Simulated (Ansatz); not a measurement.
# Ge (P6_3/mmc) in Ansatz: a series of runs

The runs below take Ge through relaxation of cell and atoms, with PBEsol.

Everything below comes from runs of Ansatz 0.2.0. Logs are shortened: lines on timing, memory, paths and dates and some standing lists are left out, and cuts for length are marked.

### 1 The structure

Symmetry: P6_3/mmc, No. 194, hexagonal system. The conventional cell has a = 3.998 Å, b = 3.998 Å, c = 6.599 Å, α = 90.00°, β = 90.00°, γ = 120.00°. Around Ge (site symmetry 3m) lie 4 Ge at 2.45 to 2.47 Å.

This isn't the form of Ge at room conditions, which is diamond.

### 2 Relaxation of cell and atoms, PBEsol, target pressure 5 GPa, at which the enthalpy is minimised

The input, input.yaml:

```yaml
crystal:
  lattice:
    - [3.9975858431, 0.0, 0.0]
    - [-1.9987929216, 3.462010894, 0.0]
    - [0.0, 0.0, 6.59937795]
  atoms:
    - { symbol: Ge, position: [0.3333333333, 0.6666666667, 0.93709875] }
    - { symbol: Ge, position: [0.6666666667, 0.3333333333, 0.43709875] }
    - { symbol: Ge, position: [0.3333333333, 0.6666666667, 0.56290125] }
    - { symbol: Ge, position: [0.6666666667, 0.3333333333, 0.06290125] }
hamiltonian:
  xc: pbesol
  pseudopotentials: { kind: paw }
kpoints:
  mp_grid: { grid: [8, 8, 4] }
scf:
  occupations: { method: fermi_dirac, width: 0.05 }
output:
  forces: true
  stress: true
  eigenvalues: true
relax:
  f_tol: 0.01
  max_steps: 40
  cell: { stress_tol: 0.05, p_target: 5.0 }
```

Potentials or basis: Ansatz PAW.

Run with:

```console
ansatz run input.yaml --threads 2 --pin off --max-ram 5632MiB --backend cpu --events-out ev --progress --plain --runs-dir out
```

The program printed:

```text
Warning: RAYON_NUM_THREADS=2 ignored (pool sized by the plan → 2); use --threads N
Engine: ansatz 0.2.0, x86_64-unknown-linux-gnu
Pseudopotentials: kind: paw
Pseudopotential: Ge, paw, valence charge 14, recommended cutoff 420 eV (normal), Ge.paw.azcp
Functional definition: PBEsol
  exchange = pbesol_x
  correlation = pbesol_c
Crystal: 4 atoms, lattice volume = 91.333 Å³
Basis set: ecut = 420 eV, 1763 PW (Γ), exchange–correlation on 54×54×90 points (8 copies of the dense FFT grid, shifted against one another)
Bands: 34, of which v1, the nominal top of the filled ones, is band 28 counted from 1 (27 counted from 0)
Symmetry: 24 space group operations
Space group: P63/mmc (ITA 194), of the structure as read, at distance tolerance 4.5e-5 Å
k-points: 30 of 256
Non-local potential: Ge, projectors of the file, l = 0: 2, l = 1: 2, l = 2: 3, l = 3: 1
PAW form: soft (Blöchl's): semilocal exchange-correlation on the pseudo side does not see the compensation charge
PAW frozen core: Ge, regenerated for the run's functional, and the local potential with it (the file was generated under x = pbe(κ = 0.804, μ = 0.2195149727645171), c = pbe(β = 0.06672455060314922))
PAW one-centre angular grid: Ge, 590 points (default); XC on 64 Gauss nodes
Initial density: superposition of atomic densities (neutral atoms: chi_scale 0, normalization atom), corrected by the library's trained network
Initial wavefunctions: pseudopotential atomic-orbital guess
Functional: x = pbesol(κ = 0.804, μ = 0.12345679012345678), c = pbesol(β = 0.046)
SCF iter   1: F=—  HF=-17013.919733 eV  |F-HF|=—  |Δ(HF+E_count)|=         —  Δρ=2.26e-3  dr2=5.36e-3  ethr=1.77e-3  ⟨swp⟩=6.0  Hψ=3876  notcnv=0
preconditioner: auto → Kerker (q_TF=auto, 2.515 Å⁻¹)  [metal: Δε(μ)=0.091 eV  Ē_g=22.477 eV  σ=0.050 eV  W_gap=0.42  n_scr=22 (ndim 8)  ℏωp=29.1 eV  f_vac=0.070  D(μ)=0.15/eV (n_scr^D=0)]
SCF iter   2: F=—  HF=-17013.916492 eV  |F-HF|=—  |Δ(HF+E_count)|=   3.24e-3  Δρ=1.63e-3  dr2=2.92e-3  ethr=9.58e-6  ⟨swp⟩=1.9  Hψ=1927  notcnv=0
SCF iter   3: F=—  HF=-17013.916631 eV  |F-HF|=—  |Δ(HF+E_count)|=   1.39e-4  Δρ=9.94e-4  dr2=4.04e-4  ethr=5.22e-6  ⟨swp⟩=2.0  Hψ=1835  notcnv=0
SCF iter   4: F=—  HF=-17013.916132 eV  |F-HF|=—  |Δ(HF+E_count)|=   4.99e-4  Δρ=2.83e-4  dr2=1.31e-4  ethr=7.21e-7  ⟨swp⟩=2.0  Hψ=1835  notcnv=0
SCF iter   5: F=—  HF=-17013.916169 eV  |F-HF|=—  |Δ(HF+E_count)|=   3.75e-5  Δρ=1.95e-4  dr2=2.96e-5  ethr=2.34e-7  ⟨swp⟩=3.0  Hψ=1844  notcnv=0
SCF iter   6: F=—  HF=-17013.916115 eV  |F-HF|=—  |Δ(HF+E_count)|=   5.42e-5  Δρ=3.80e-5  dr2=1.70e-6  ethr=5.29e-8  ⟨swp⟩=3.0  Hψ=1847  notcnv=0
SCF iter   7: F=—  HF=-17013.916116 eV  |F-HF|=—  |Δ(HF+E_count)|=   1.64e-6  Δρ=1.75e-5  dr2=2.07e-7  ethr=3.04e-9  ⟨swp⟩=2.0  Hψ=1840  notcnv=0
SCF iter   8: F=-17013.916116 eV  HF=-17013.916116 eV  |F-HF|=2.70e-8  |Δ(HF+E_count)|=   1.92e-9  Δρ=5.43e-6  dr2=1.74e-8  ethr=1.79e-10  ⟨swp⟩=6.1  Hψ=3578  notcnv=0
SCF 1 converged in 8 iterations: F = -17013.916116 eV  dr2 = 1.74e-8
relax step   1: F+E_penalty+E_count = -17013.91611642 eV  Δ(F+E_penalty+E_count) = +0.000e0 eV  max|allowed force component| = 4.941e-3 eV/Å  Δτ_max = 0.0000 Å  P = -0.028 GPa  Ω = 91.333 Å³  (8 SCF iters, dr2 threshold 1.00e-7 eV, accepted)
Crystal: 4 atoms, lattice volume = 85.653 Å³
Basis set: ecut = 420 eV, 1713 PW (Γ), exchange–correlation on 54×54×90 points (8 copies of the dense FFT grid, shifted against one another)
Initial density: handed on by an earlier stage of this run
Initial wavefunctions: those handed on with the density
iter 1 solved again at ethr=1.48e-5 eV; its pass at ethr=3.10e-3 eV (dr2=8.30e-3 eV) is discarded
SCF iter   1: F=—  HF=-17013.836202 eV  |F-HF|=—  |Δ(HF+E_count)|=         —  Δρ=2.89e-3  dr2=8.37e-3  ethr=1.48e-5  ⟨swp⟩=1.0  Hψ=4879  notcnv=0
preconditioner: auto → Resta (q_TF=auto, 2.542 Å⁻¹)  ε∞=2.7  [insulator: Δε(μ)=0.132 eV  Ē_g=22.786 eV  σ=0.050 eV  W_gap=0.51  n_scr=22 (ndim 8)  ℏωp=30.0 eV  f_vac=0.045  D(μ)=0.14/eV (n_scr^D=0)  ε∞_Penn≈2.7]
SCF iter   2: F=—  HF=-17013.835812 eV  |F-HF|=—  |Δ(HF+E_count)|=   3.90e-4  Δρ=1.71e-3  dr2=3.18e-3  ethr=1.48e-5  ⟨swp⟩=1.0  Hψ=1020  notcnv=0
[... 21 lines left out ...]
SCF iter   2: F=—  HF=-17013.834440 eV  |F-HF|=—  |Δ(HF+E_count)|=   4.75e-5  Δρ=3.21e-5  dr2=9.28e-7  ethr=2.67e-9  ⟨swp⟩=1.5  Hψ=1044  notcnv=0
SCF iter   3: F=—  HF=-17013.834440 eV  |F-HF|=—  |Δ(HF+E_count)|=   3.62e-7  Δρ=4.65e-6  dr2=2.49e-8  ethr=1.66e-9  ⟨swp⟩=2.0  Hψ=1250  notcnv=0
SCF iter   4: F=—  HF=-17013.834440 eV  |F-HF|=—  |Δ(HF+E_count)|=   2.28e-9  Δρ=2.48e-6  dr2=5.02e-9  ethr=1.23e-11  ⟨swp⟩=4.2  Hψ=3738  notcnv=0
SCF iter   5: F=-17013.834440 eV  HF=-17013.834440 eV  |F-HF|=2.98e-10  |Δ(HF+E_count)|=   3.45e-9  Δρ=9.79e-7  dr2=1.15e-9  ethr=8.97e-12  ⟨swp⟩=4.0  Hψ=3043  notcnv=0
SCF 4 converged in 5 iterations: F = -17013.834440 eV  dr2 = 1.15e-9
relax step   4: F+E_penalty+E_count = -17013.83444013 eV  Δ(F+E_penalty+E_count) = -1.194e-4 eV  max|allowed force component| = 5.507e-4 eV/Å  Δτ_max = 0.0005 Å  P = +5.001 GPa  Ω = 85.613 Å³  energy of the carried Pulay correction = +8.643e-4 eV  (5 SCF iters, dr2 threshold 6.88e-9 eV, accepted)
Initial wavefunctions: pseudopotential atomic-orbital guess (no wavefunctions were taken with the density)
iter 1 solved again at ethr=2.57e-7 eV; its pass at ethr=3.10e-3 eV (dr2=1.44e-4 eV) is discarded
SCF iter   1: F=—  HF=-17013.833570 eV  |F-HF|=—  |Δ(HF+E_count)|=         —  Δρ=3.66e-5  dr2=2.49e-7  ethr=2.57e-7  ⟨swp⟩=2.5  Hψ=5992  notcnv=0
preconditioner: auto → Kerker (q_TF=auto, 2.542 Å⁻¹)  [metal: Δε(μ)=0.122 eV  Ē_g=22.777 eV  σ=0.050 eV  W_gap=0.48  n_scr=22 (ndim 8)  ℏωp=30.0 eV  f_vac=0.052  D(μ)=0.14/eV (n_scr^D=0)]
SCF iter   2: F=—  HF=-17013.833521 eV  |F-HF|=—  |Δ(HF+E_count)|=   4.85e-5  Δρ=3.57e-5  dr2=4.89e-7  ethr=4.44e-10  ⟨swp⟩=2.0  Hψ=1862  notcnv=0
SCF iter   3: F=—  HF=-17013.833521 eV  |F-HF|=—  |Δ(HF+E_count)|=   1.05e-7  Δρ=1.42e-5  dr2=9.06e-8  ethr=4.44e-10  ⟨swp⟩=2.7  Hψ=1900  notcnv=0
SCF iter   4: F=—  HF=-17013.833521 eV  |F-HF|=—  |Δ(HF+E_count)|=   4.82e-8  Δρ=1.95e-6  dr2=3.47e-9  ethr=1.62e-10  ⟨swp⟩=2.0  Hψ=1861  notcnv=0
SCF iter   5: F=—  HF=-17013.833521 eV  |F-HF|=—  |Δ(HF+E_count)|=   1.90e-9  Δρ=3.59e-7  dr2=1.41e-10  ethr=6.19e-12  ⟨swp⟩=2.0  Hψ=1861  notcnv=0
SCF iter   6: F=-17013.833521 eV  HF=-17013.833521 eV  |F-HF|=7.28e-12  |Δ(HF+E_count)|=  2.55e-11  Δρ=1.02e-7  dr2=1.64e-11  ethr=1.00e-12  ⟨swp⟩=4.0  Hψ=3064  notcnv=0
SCF 5 converged in 6 iterations: F = -17013.833521 eV  dr2 = 1.64e-11
relax step   5: F+E_penalty+E_count = -17013.83352125 eV  Δ(F+E_penalty+E_count) = +9.189e-4 eV  max|allowed force component| = 5.531e-4 eV/Å  Δτ_max = 0.0000 Å  P = +5.005 GPa  Ω = 85.613 Å³  stress off target by 6.85e-3 GPa  SCF on the basis re-selected at this cell (its energy is not comparable with the rows above)  (6 SCF iters)
basis re-selected at this cell: Δ(F+E_penalty+E_count) = +9.189e-4 eV, ΔP = +0.005 GPa vs the last step (what re-selecting the basis moved, of the pressure what is left beyond the Pulay correction that the steps carried, after the strain that the cell walked since its last selection, with what the two solves' SCF thresholds leave and, on support functions, any second-order correction that the steps lacked; it is no measure of the basis error at this ecutwfc). This SCF's stress stands 6.85e-3 GPa from its target on what of the cell is left free (relax.cell.stress_tol is 5.00e-2 GPa) and its largest allowed force component is 5.53e-4 eV/Å (relax.f_tol is 1.00e-2 eV/Å): within both
SCF converged after 6 iterations
Free energy (F): -17013.833521 eV
Harris-Foulkes:  -17013.833521 eV  (|F-HF|=7.28e-12)
Internal energy: -17013.832295 eV  (E = F + TS)
E sigma→0 (E₀):  -17013.832908 eV
Entropy (-TS):   -0.001227 eV (-0.307 meV/atom)
Fermi energy:    9.383267 eV
--- Per-component energies (eV) ---
  E_band       = -568.243472
  E_kinetic    = 449.885490
  E_local      = -9740.717491  (includes V_loc(G=0)·N_el)
  E_nonlocal   = 1682.729814
  E_hartree    = 4278.495033
  E_xc         = -301.676095
  E_vxc        = -261.321872  (∫ρ·V_xc dr)
  E_paw        = -7917.874520  (= ΣΔE_a)
  E_vpaw       = -1255.811148  (= ΣTr[D̂ρ^β])
  E_aug_tail   = 0.001413  (compensation charges beyond the density's cutoff)
  E_ewald      = -5468.347684
  E_core_change = 3.671745  (= ΣΔE_core)
  E_smearing   = -0.001227  (= −TS)
  E_closure    = 0.000000  (closes the sum)
  Σ components = -17013.833521   (vs F -17013.833521, Δ=0.00e0)
--- Forces (eV/Å), atoms counted from 1 ---
  atom   1  Ge    -0.00000000    -0.00000000     0.00055312
  atom   2  Ge     0.00000000     0.00000000     0.00055312
  atom   3  Ge    -0.00000000    -0.00000000    -0.00055312
  atom   4  Ge     0.00000000     0.00000000    -0.00055312
  max |Σ_I F_I| component: 5.09e-17 eV/Å
--- Stress (GPa, compression-positive) ---
        5.004781      -0.000000       0.000000
        0.000000       5.004781       0.000000
        0.000000       0.000000       5.006853
  P = ⅓ Tr σ = 5.0055 GPa (50.055 kbar)
--- Band table (eV; the first three rows and the last of 30) ---
  k-point 0: bands = ["-15.7403", "-15.7403", "-15.6971", "-15.6942", "-15.6942", "-15.6823", "-15.6670", "-15.6670", "-15.6037", "-15.6037", "-15.4561", "-15.4561", "-15.4418", "-15.4231", "-15.4202", "-15.4202", "-15.3939", "-15.3939", "-15.3616", "-15.3616", "-4.0453", "-1.8253", "1.2952", "7.6629", "7.6629", "9.0852", "9.2806", "9.4030", "9.4030", "9.8225", "11.4834", "11.4834", "12.0631", "13.9191"]
  k-point 1: bands = ["-15.7352", "-15.7352", "-15.7049", "-15.7049", "-15.6941", "-15.6835", "-15.6551", "-15.6551", "-15.6129", "-15.6129", "-15.4494", "-15.4494", "-15.4400", "-15.4267", "-15.4244", "-15.4244", "-15.3889", "-15.3889", "-15.3661", "-15.3661", "-3.8454", "-2.4054", "2.2809", "6.8028", "7.8397", "7.8397", "9.0050", "9.0050", "9.4910", "10.8778", "11.8740", "11.8740", "12.7010", "13.4795"]
  k-point 2: bands = ["-15.7218", "-15.7218", "-15.7218", "-15.7218", "-15.6879", "-15.6879", "-15.6337", "-15.6337", "-15.6337", "-15.6337", "-15.4357", "-15.4357", "-15.4357", "-15.4357", "-15.4342", "-15.4342", "-15.3773", "-15.3773", "-15.3773", "-15.3773", "-3.2637", "-3.2637", "4.3311", "4.3311", "8.3350", "8.3350", "8.3350", "8.3350", "10.1012", "10.1012", "12.6464", "12.6464", "12.6464", "12.6464"]
  k-point 29: bands = ["-15.7562", "-15.7562", "-15.7320", "-15.7320", "-15.6567", "-15.6567", "-15.5837", "-15.5837", "-15.5647", "-15.5647", "-15.5137", "-15.5137", "-15.4827", "-15.4827", "-15.4512", "-15.4512", "-15.3650", "-15.3650", "-15.3373", "-15.3373", "-0.8333", "-0.8333", "0.9401", "0.9401", "4.7888", "4.7888", "7.0366", "7.0366", "10.5463", "10.5463", "13.4379", "13.4379", "14.1357", "14.1357"]
--- Relaxed structure (4 steps of the walk, 4 accepted, 1 SCFs on fresh bases) ---
  F+E_penalty+E_count = -17013.83352125 eV   max|allowed force component| = 5.531e-4 eV/Å   (the final SCF, on the basis selected at the relaxed cell)
  cell:  # Å, volume = 85.6126 Å³
    - [3.913980498961938, 2.8263768760795457e-11, 0.0]
    - [-1.9569902495054463, 3.3896065420037997, 0.0]
    - [0.0, 0.0, 6.4531175015696896]
  atoms:
    - { symbol: Ge, position: [0.33333333333333337, 0.6666666666666665, 0.9370325543161373] }
    - { symbol: Ge, position: [0.6666666666666666, 0.33333333333333326, 0.4370325543161372] }
    - { symbol: Ge, position: [0.33333333333333337, 0.6666666666666665, 0.5629674456838629] }
    - { symbol: Ge, position: [0.6666666666666666, 0.33333333333333326, 0.0629674456838629] }
```

Wall time 29 s (2 threads of Intel Xeon Platinum 8175M at 2.50GHz (Skylake/Cascade Lake), shared host); peak memory 0.45 GiB.

What came out:

```
Free energy                                            : -17013.8335 eV
Relaxed volume                                         : 21.40 Å³/atom
Relaxed cell                                           : a = 3.914 Å, b = 3.914 Å, c = 6.453 Å, α = 90.00°, β = 90.00°, γ = 120.00°
Space group after relaxing (to 0.05 Å)                 : P6_3/mmc (No. 194)
Energy change on relaxing (the enthalpy is what falls) : +20.6 meV/atom
Ionic steps                                            : 5
Pressure after relaxing                                : 5.0 GPa
Band gap on the k mesh                                 : none (metal or under the smearing width)
```

Step by step:
```
step  energy change (eV)  largest force (eV/Å)  volume (Å³)
   1              0.0000                0.0049        91.33
   2              0.0805                0.0064        85.65
   3              0.0818                0.0039        85.61
   4              0.0817                0.0006        85.61
   5              0.0826                0.0006        85.61
```

Final structure:
```xyz
4
Lattice="3.9140 0.0000 0.0000 -1.9570 3.3896 0.0000 0.0000 0.0000 6.4531" Properties=species:S:1:pos:R:3 pbc="T T T"
Ge    0.0000    2.2597    6.0468
Ge    1.9570    1.1299    2.8202
Ge    0.0000    2.2597    3.6329
Ge    1.9570    1.1299    0.4063
```

Levels at points of the mesh, in eV from the Fermi level:
```
             k point  band 25  band 26  band 27  band 28  band 29  band 30  band 31  band 32
  (0.00, 0.00, 0.00)    -1.72    -0.30    -0.10     0.02     0.02     0.44     2.10     2.10
 (0.00, 0.00, -0.50)    -1.05    -1.05    -1.05    -1.05     0.72     0.72     3.26     3.26
 (0.00, -0.50, 0.00)    -5.07    -3.43    -3.21    -1.67     0.26     1.68     3.36     3.56
(0.00, -0.50, -0.50)    -2.84    -2.84    -2.73    -2.73     0.38     0.38     1.87     1.87
```

Caveat: the plane-wave basis is chosen anew once the cell has moved, so the energies of steps on either side of that aren't comparable; the PAW data sets come from PBE, with cores solved anew for the run's functional, which leaves a small shift of forces and pressure.

(Continued in part 2 of 2.)
